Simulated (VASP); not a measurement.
Here is a VASP 6.6.1 calculation.

Contents of INCAR:

```
  PREC = Accurate
  ENCUT = 520
  EDIFF = 1E-7
  ISMEAR = 0
  SIGMA = 0.02
  LREAL = F
  LASPH = T
  NELM = 100
  ALGO = Normal
  ISIF = 2
  LWAVE = F
  LCHARG = F
  GGA = PS
  ICORELEVEL = 1
```

File KPOINTS:

```
Automatic mesh
0
Gamma
  5 5 3
```

POSCAR

```
SiO2
1.0
    4.9820000000      0.0000000000      0.0000000000
    0.0000000000      4.9820000000      0.0000000000
    0.0000000000      0.0000000000      6.9630000000
Si O
4 8
Direct
    0.7989700000      0.2010300000      0.7500000000
    0.7010300000      0.7010300000      0.5000000000
    0.2010300000      0.7989700000      0.2500000000
    0.2989700000      0.2989700000      0.0000000000
    0.1034700000      0.2398900000      0.8218700000
    0.2601100000      0.6034700000      0.0718700000
    0.8965300000      0.7601100000      0.3218700000
    0.7398900000      0.3965300000      0.5718700000
    0.6034700000      0.2601100000      0.9281300000
    0.7601100000      0.8965300000      0.6781300000
    0.3965300000      0.7398900000      0.4281300000
    0.2398900000      0.1034700000      0.1781300000
```

Potentials or basis: VASP PAW PBE potentials, release 64 (Si, O).

Command:

```sh
$ cat potpaw_PBE.64/Si/POTCAR potpaw_PBE.64/O/POTCAR > POTCAR
$ mpirun -np 1 vasp_std > vasp.out
```

**Question.** Estimate the largest force.

**Answer.** 0.321 eV/Å.

**Question.** Predict the band gap on the k mesh.

**Answer.** 5.71 eV, direct.

**Question.** Estimate the pressure.

**Answer.** 4.5 GPa.

Forces in eV/Å, atoms in the order of the input:
```
Si   0.114 -0.114  0.000
Si  -0.114 -0.114  0.000
Si  -0.114  0.114  0.000
Si   0.114  0.114  0.000
O    0.039 -0.069 -0.311
O    0.069  0.039 -0.311
O   -0.039  0.069 -0.311
O   -0.069 -0.039 -0.311
O    0.039  0.069  0.311
O    0.069 -0.039  0.311
O   -0.039 -0.069  0.311
O   -0.069  0.039  0.311
```

Caveat: the PAW data sets were made with another functional, which shifts forces and pressure a little; an odd mesh through Γ misses points on the zone boundary, where band edges often lie.
